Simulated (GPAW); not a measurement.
Crystal: Al.

```xyz
1
Lattice="0.0000 2.0248 2.0248 2.0248 0.0000 2.0248 2.0248 2.0248 0.0000" Properties=species:S:1:pos:R:3 pbc="T T T"
Al    0.0000    0.0000    0.0000
```

Base run:

| Quantity | Value |
| --- | --- |
| Program | GPAW 26.7.0 |
| Functional | PBEsol |
| Potentials or basis | PAW data sets generated in the run's folder for this functional |
| Cutoff | 600 eV |
| Basis | pw |
| k mesh | 11 × 11 × 11 |
| Occupations | fermi-dirac, width 0.05 eV |
| Spin | no spin polarisation |

Its results: pressure -1.8 GPa.

**Question.** After a change of settings the same cell gave: pressure 3.0 GPa. Which change was it?
A. functional from PBEsol to r2SCAN; potentials or basis from PAW data sets generated in the run's folder for this functional to GPAW PAW data sets (gpaw-data 1.2.1)
B. functional from PBEsol to PBE; potentials or basis from PAW data sets generated in the run's folder for this functional to GPAW PAW data sets (gpaw-data 1.2.1)
C. functional from PBEsol to BLYP
D. functional from PBEsol to LDA; potentials or basis from PAW data sets generated in the run's folder for this functional to the program's PAW data sets (release 1.2.1) made for this functional

**Answer.** C.

BLYP binds less tightly than PBEsol, so the same cell stands under more pressure.
